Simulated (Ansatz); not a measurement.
Ti3Al:

```xyz
4
Lattice="2.9275 0.0000 0.0000 -1.4638 2.5353 0.0000 0.0000 0.0000 9.2264" Properties=species:S:1:pos:R:3 pbc="T T T"
Ti    0.0000    1.6902    2.3011
Ti    0.0000    1.6902    6.9253
Ti    1.4638    0.8451    0.0000
Al    1.4638    0.8451    4.6132
```

The cell comes from a database or a generator and needn't be the stable form of this composition.

```yaml
Program: Ansatz 0.2.0
Task: relaxation of cell and atoms
Functional: PBEsol
Dispersion: D3(BJ)
Potentials_or_basis: Ansatz PAW
Cutoff: "420 eV (not typed: the program's choice for these potentials)"
k_mesh: 10 × 10 × 3
Occupations: fermi-dirac, width 0.05 eV
Spin: no spin polarisation
```

At the start: volume 17.12 Å³/atom.

Task: Where does the relaxation end?

Result: It ends after 5 steps and the volume is 15.85 Å³/atom (-7.4 %); space group P-6m2 (No. 187, to 0.05 Å).

Step by step:
| step | energy change (eV) | largest force (eV/Å) | volume (Å³) |
| --- | --- | --- | --- |
| 1 | 0.0000 | 0.0814 | 68.48 |
| 2 | -0.0397 | 0.1940 | 59.58 |
| 3 | -0.1407 | 0.0186 | 63.80 |
| 4 | -0.1416 | 0.0073 | 63.41 |
| 5 | -0.1411 | 0.0073 | 63.41 |

Final structure:
```
Ti Al
1.0
     2.84770    0.00000    0.00000
    -1.42385    2.46618    0.00000
     0.00000    0.00000    9.02864
Ti Al
3 1
Direct
  0.33333 0.66667 0.24905
  0.33333 0.66667 0.75095
  0.66667 0.33333 0.00000
  0.66667 0.33333 0.50000
```

Caveat: the plane-wave basis is chosen anew once the cell has moved, so the energies of steps on either side of that aren't comparable; pairwise dispersion overbinds metals, which lowers pressure and volume; the PAW data sets come from PBE, with cores solved anew for the run's functional, which leaves a small shift of forces and pressure.
